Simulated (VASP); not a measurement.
Crystal: BN.

```
N B
1.0
     1.25112    0.72234    3.37293
    -1.25112    0.72234    3.37293
     0.00000   -1.44467    3.37293
N B
1 1
Direct
  0.66724 0.66724 0.66724
  0.00033 0.00033 0.00033
```

The cell is a database's computed one.

| Property | Result |
| --- | --- |
| Program | VASP 6.6.1 |
| Task | relaxation of cell and atoms |
| Functional | PBE |
| Potentials or basis | VASP PAW PBE potentials, release 54 (N, B) |
| Cutoff | 600 eV |
| k mesh | 12 × 12 × 12 |
| Occupations | fermi-dirac, width 0.05 eV |
| Spin | no spin polarisation |

At the start: pressure 3.5 GPa; volume 9.14 Å³/atom.

Where does the relaxation end?

Over 18 steps the energy falls by 8.2 meV/atom and the volume is 10.50 Å³/atom (+14.8 %); space group R3m (No. 160, to 0.05 Å).

Step by step:
```csv
step,energy change (eV),largest force (eV/Å),pressure (GPa),volume (Å³)
1,0.0000,0.0031,3.50,18.29
2,0.0035,0.0005,-4.39,18.82
3,-0.0023,0.0017,0.31,18.49
4,-0.0036,0.0015,0.30,18.59
5,-0.0070,0.0001,0.37,18.90
6,-0.0118,0.0064,0.53,19.50
7,-0.0160,0.0274,0.85,20.71
8,-0.0097,0.0546,-4.39,21.43
9,-0.0163,0.0128,-0.10,20.83
10,-0.0163,0.0131,-0.06,20.83
11,-0.0163,0.0306,-0.03,20.88
12,-0.0163,0.0173,-0.02,20.87
13,-0.0164,0.0132,0.28,20.90
14,-0.0164,0.0141,0.22,20.89
15,-0.0164,0.0055,0.16,20.92
16,-0.0164,0.0143,0.01,20.99
17,-0.0164,0.0122,0.03,20.99
18,-0.0164,0.0072,0.01,21.00
```

Final structure:
```
N B
1.0
     1.25615    0.72524    3.84230
    -1.25615    0.72524    3.84230
     0.00000   -1.45047    3.84230
N B
1 1
Direct
  0.66711 0.66711 0.66711
  0.00045 0.00045 0.00045
```
